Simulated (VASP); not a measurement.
**Pt: relaxation of cell and atoms with PBE**

The system is Pt.

```
Pt
1.0
     0.00000    1.98030    1.98030
     1.98030    0.00000    1.98030
     1.98030    1.98030    0.00000
Pt
1
Direct
  0.00000 0.00000 0.00000
```

```
Program                : VASP 6.6.1
Task                   : relaxation of cell and atoms
Functional             : PBE
Potentials or basis    : VASP PAW PBE potentials, release 64 (Pt)
Cutoff                 : 300 eV
k mesh                 : 8 × 8 × 8
Occupations            : methfessel-paxton, width 0.1 eV
Spin                   : no spin polarisation
Further INCAR settings : ALGO = Normal; EDIFF = 1e-07; IBRION = 2; EDIFFG = -0.005; NSW = 90; ISIF = 3
```

| Property | Result |
| --- | --- |
| Relaxed volume | 15.52 Å³/atom |
| Relaxed cell | a = 2.800 Å, b = 2.800 Å, c = 2.800 Å, α = 60.00°, β = 60.00°, γ = 60.00° |
| Space group after relaxing (to 0.05 Å) | Fm-3m (No. 225) |
| Energy gained by relaxing | 0.0 meV/atom |
| Ionic steps | 3 |
| Pressure after relaxing | 0.0 GPa |
| Band gap on the k mesh | none (metal or under the smearing width) |

Final structure:
```yaml
crystal:
  lattice:
    - [0.00000, 1.97996, 1.97996]
    - [1.97996, 0.00000, 1.97996]
    - [1.97996, 1.97996, 0.00000]
  atoms:
    - { symbol: Pt, position: [0.00000, 0.00000, 0.00000] }
```

Levels at points of the mesh, in eV from the Fermi level:
```tsv
k point	band 1	band 2	band 3	band 4	band 5	band 6	band 7	band 8	band 9
(0.00, 0.00, 0.00)	-9.85	-3.59	-3.59	-3.59	-1.54	-1.54	14.77	19.57	19.57
(0.50, 0.00, 0.00)	-6.99	-3.65	-3.65	-0.31	0.05	0.05	5.64	14.33	18.82
(0.50, 0.50, 0.00)	-6.73	-6.29	0.01	0.48	0.48	1.88	8.59	11.35	11.35
```

Run time: 3.3 s on 1 thread of Intel(R) Xeon(R) Platinum 8375C CPU @ 2.90GHz (Ice Lake), with other jobs on the host, peak memory 0.11 GiB.

The run has no spin-orbit coupling, so splittings on Pt are missing.
